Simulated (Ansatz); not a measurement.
# Sb in Ansatz: the effect of functional

Crystal: Sb.

```
CELL_PARAMETERS angstrom
0.00000 2.40245 2.40245
2.40245 0.00000 2.40245
2.40245 2.40245 0.00000
ATOMIC_POSITIONS crystal
Sb 0.00000 0.00000 0.00000
```

This isn't the form of Sb at room conditions, which is rhombohedral.

The cell isn't the ideal one: volume scaled by 1.04.

Alike in all runs:

| Item | Value |
| --- | --- |
| Program | Ansatz 0.2.0 |
| Task | single point |
| Potentials or basis | Ansatz PAW |
| k mesh | 10 × 10 × 10 |
| Occupations | fermi-dirac, width 0.05 eV |
| Spin | no spin polarisation |

Question: One run gave: pressure -1.2 GPa. Which functional did it use?
A. PBEsol
B. r2SCAN
C. LDA

Answer: B.

```csv
functional,cutoff,pressure (GPa)
LDA,420 eV (not typed: the program's choice for these potentials),-4.5
PBEsol,420 eV (not typed: the program's choice for these potentials),-3.4
r2SCAN,500 eV (not typed: the program's choice for these potentials),-1.2
```

Caveats: the PAW data sets come from PBE, with cores solved anew for the run's functional, which leaves a small shift of forces and pressure.

Runs at the PBE level aren't shown here.
